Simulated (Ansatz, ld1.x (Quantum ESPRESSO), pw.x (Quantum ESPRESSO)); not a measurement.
# Equation-of-state test of one RRKJ potential (lithium)

- Element: lithium
- Generator: ld1.x (Quantum ESPRESSO) 7.5
- Type: norm-conserving RRKJ (Kleinman–Bylander form)
- Functional: PBE
- Relativity: scalar-relativistic
- Frozen core: [He]
- Valence charge: 1
- Reference configuration: 2s1 2p0
- Partial waves: 2s (bound): rc 3.20 bohr; 3d channel at 0.35 Ry: rc 3.25 bohr; 2p (bound, empty): rc 4.20 bohr
- Local potential: the p channel
- Core correction: none
- rho0: 0.02

Crystal test: sc Li in pw.x 7.5, no spin, 12³ k-points, Fermi–Dirac smearing 0.01 Ry, cutoffs 35/140 Ry. The reference is all-electron LAPW (Ansatz 0.2.0) with the same functional, mesh and smearing; V0 and B0 come from Birch–Murnaghan fits to the pressures at five volumes. Errors are pseudo minus all-electron; Δ is the rms difference of the E(V) curves that follow from these fits, minima aligned, over ±6 % about the mean V0. Mesh and smearing are coarse, so the numbers serve the comparison and aren't converged zero-temperature values; the lattice is a test structure that the element need not adopt.

| V (Å³/atom) | P all-electron (GPa) | P pseudo (GPa) |
| --- | --- | --- |
| 19.559 | 0.60 | -0.24 |
| 20.073 | 0.25 | -0.53 |
| 20.588 | -0.06 | -0.78 |
| 21.103 | -0.34 | -1.01 |
| 21.617 | -0.60 | -1.21 |

All-electron: a0 = 2.736 Å (V0 = 20.48 Å³/atom), B0 = 12.1 GPa.

Pseudopotential: mean pressure error (GPa): -0.72. The pressure does not cross zero within the volumes sampled, so no fit is given. The largest radius (4.20 bohr) exceeds half the bond length (2.59 bohr), so the spheres overlap, which is one possible source of error among others. This is a poor potential for the solid.

At the middle volume, how do free energy and pressure move when the wave cutoff is lowered (ecutrho kept at four times it)?

```tsv
cutoff (Ry)	shift of F (meV/atom)	shift of P (GPa)
16	+4.9	-0.32
21	+0.4	+0.01
28	+0.1	+0.00
```

Input at the middle volume:

```
&control
  calculation='scf', prefix='x', pseudo_dir='./', outdir='./tmp', tstress=.true., disk_io='low'
/
&system
  ibrav=0, nat=1, ntyp=1, ecutwfc=35, ecutrho=140, nbnd=7,
  occupations='smearing', smearing='fd', degauss=0.01
/
&electrons
  conv_thr=1e-09, mixing_beta=0.4, electron_maxstep=70
/
ATOMIC_SPECIES
Li 1.0 Li.UPF
CELL_PARAMETERS angstrom
  2.74076239 0.00000000 0.00000000
  0.00000000 2.74076239 0.00000000
  0.00000000 0.00000000 2.74076239
ATOMIC_POSITIONS crystal
Li 0.0000 0.0000 0.0000
K_POINTS automatic
12 12 12 0 0 0
```

```bash
pw.x < Li.scf.in > Li.scf.out
```

Lines of the output:

```
Message from routine setup:
     using ibrav=0 with symmetry is DISCOURAGED, use correct ibrav instead
     lattice parameter (alat)  =       5.1793  a.u.
     unit-cell volume          =     138.9347 (a.u.)^3
     number of electrons       =         1.00
     number of Kohn-Sham states=            7
     kinetic-energy cutoff     =      35.0000  Ry
     charge density cutoff     =     140.0000  Ry
     scf convergence threshold =      1.0E-09
     Exchange-correlation= PBE
     number of k points=    84  Fermi-Dirac smearing, width (Ry)=  0.0100
     iteration #  1     ecut=    35.00 Ry     beta= 0.40
     total energy              =      -0.51556314 Ry
     estimated scf accuracy    <       0.00062496 Ry
     iteration #  2     ecut=    35.00 Ry     beta= 0.40
     total energy              =      -0.51572022 Ry
     estimated scf accuracy    <       0.00023314 Ry
     iteration #  3     ecut=    35.00 Ry     beta= 0.40
     total energy              =      -0.51573333 Ry
     estimated scf accuracy    <       0.00000023 Ry
     iteration #  4     ecut=    35.00 Ry     beta= 0.40
     total energy              =      -0.51573399 Ry
     estimated scf accuracy    <       0.00000032 Ry
     iteration #  5     ecut=    35.00 Ry     beta= 0.40
     total energy              =      -0.51573404 Ry
     estimated scf accuracy    <       0.00000001 Ry
     iteration #  6     ecut=    35.00 Ry     beta= 0.40
     total energy              =      -0.51573405 Ry
     estimated scf accuracy    <          1.8E-09 Ry
     iteration #  7     ecut=    35.00 Ry     beta= 0.40
     the Fermi energy is     0.3303 ev
!    total energy              =      -0.51573405 Ry
     estimated scf accuracy    <          4.3E-13 Ry
     smearing contrib. (-TS)   =      -0.00187401 Ry
     The total energy is F=E-TS. E is the sum of the following terms:
     one-electron contribution =       0.39184695 Ry
     hartree contribution      =       0.00044328 Ry
     xc contribution           =      -0.35833434 Ry
     ewald contribution        =      -0.54781594 Ry
     convergence has been achieved in   7 iterations
          total   stress  (Ry/bohr**3)                   (kbar)     P=       -7.84
```

The run at the middle volume (84 k-points, 7 iterations) took about 1.8 s on one core of a shared host (Neoverse-V1, 64 threads, 495 GiB, load 35).
